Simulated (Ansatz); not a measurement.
Crystal: WS2 (Tungstenite).

```xyz
6
Lattice="3.1800 0.0000 0.0000 -1.5900 2.7540 0.0000 0.0000 0.0000 12.5000" Properties=species:S:1:pos:R:3 pbc="T T T"
W     1.5900    0.9180    9.3750
W     0.0000    1.8360    3.1250
S     1.5900    0.9180    4.6875
S     0.0000    1.8360   10.9375
S     1.5900    0.9180    1.5625
S     0.0000    1.8360    7.8125
```

| Item | Value |
| --- | --- |
| Program | Ansatz 0.2.0 |
| Task | relaxation of cell and atoms |
| Functional | PBE |
| Dispersion | D3(BJ)-ATM |
| Potentials or basis | Ansatz PAW |
| Cutoff | 420 eV (not typed: the program's choice for these potentials) |
| k mesh | 10 × 10 × 3 |
| Occupations | fermi-dirac, width 0.05 eV |
| Spin | no spin polarisation |

At the start: volume 18.24 Å³/atom.

Task: Where does the relaxation end?

Result: It ends after 5 steps and the volume is 17.64 Å³/atom (-3.3 %); space group P6_3/mmc (No. 194, to 0.05 Å).

Step by step:
```csv
step,energy change (eV),largest force (eV/Å),volume (Å³)
1,0.0000,0.1350,109.47
2,-0.0187,0.0093,106.56
3,-0.0195,0.0125,105.76
4,-0.0195,0.0002,105.83
5,-0.0189,0.0001,105.83
```

Final structure:
```cif
data_structure
_symmetry_space_group_name_H-M 'P 1'
_symmetry_Int_Tables_number 1
_cell_length_a 3.1587
_cell_length_b 3.1587
_cell_length_c 12.2487
_cell_angle_alpha 90.000
_cell_angle_beta 90.000
_cell_angle_gamma 120.000
_cell_volume 105.83
loop_
_atom_site_label
_atom_site_type_symbol
_atom_site_fract_x
_atom_site_fract_y
_atom_site_fract_z
_atom_site_occupancy
W1 W 0.66667 0.33333 0.75000 1
W2 W 0.33333 0.66667 0.25000 1
S1 S 0.66667 0.33333 0.37853 1
S2 S 0.33333 0.66667 0.87853 1
S3 S 0.66667 0.33333 0.12147 1
S4 S 0.33333 0.66667 0.62147 1
```

Caveat: the plane-wave basis is chosen anew once the cell has moved, so the energies of steps on either side of that aren't comparable.
